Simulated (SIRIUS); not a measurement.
**Moving the dispersion correction in Tl**

```cif
data_structure
_symmetry_space_group_name_H-M 'P 1'
_symmetry_Int_Tables_number 1
_cell_length_a 3.4560
_cell_length_b 3.4560
_cell_length_c 5.5250
_cell_angle_alpha 90.000
_cell_angle_beta 90.000
_cell_angle_gamma 120.000
_cell_volume 57.15
loop_
_atom_site_label
_atom_site_type_symbol
_atom_site_fract_x
_atom_site_fract_y
_atom_site_fract_z
_atom_site_occupancy
Tl1 Tl 0.66667 0.33333 0.75000 1
Tl2 Tl 0.33333 0.66667 0.25000 1
```

Kept alike: task equation of state; functional PBE; k mesh 9 × 9 × 5; occupations fermi-dirac, width 0.05 eV; no spin polarisation. Program: SIRIUS, all-electron FP-LAPW, apw+lo standard, cutoff 157 eV. The mesh is that of the run's cell of 2 atoms. No spin-orbit coupling.

| dispersion correction | volume (Å³/atom) | bulk modulus (GPa) |
| --- | --- | --- |
| D3(zero) | 30.038 | 31.4 |
| D3(BJ) | 29.754 | 32.0 |
| D4 | 29.716 | 32.3 |

For a metal such a mesh leaves the last digits unconverged. Volume and modulus come from cells scaled at fixed shape and fractions; off cubic symmetry such a modulus can lie above the relaxed one.

Problem. What does the dispersion correction change here?

Solution. The volume runs from 29.716 (D4) to 30.038 Å³/atom (D3(zero)). Measured: 28.57 Å³/atom at 297 K (COD entry, Crystal Structures 1 7 1963); nearest D4, 1.15 Å³/atom off. The runs are for a static lattice. The bulk modulus runs from 31.4 (D3(zero)) to 32.3 GPa (D4).
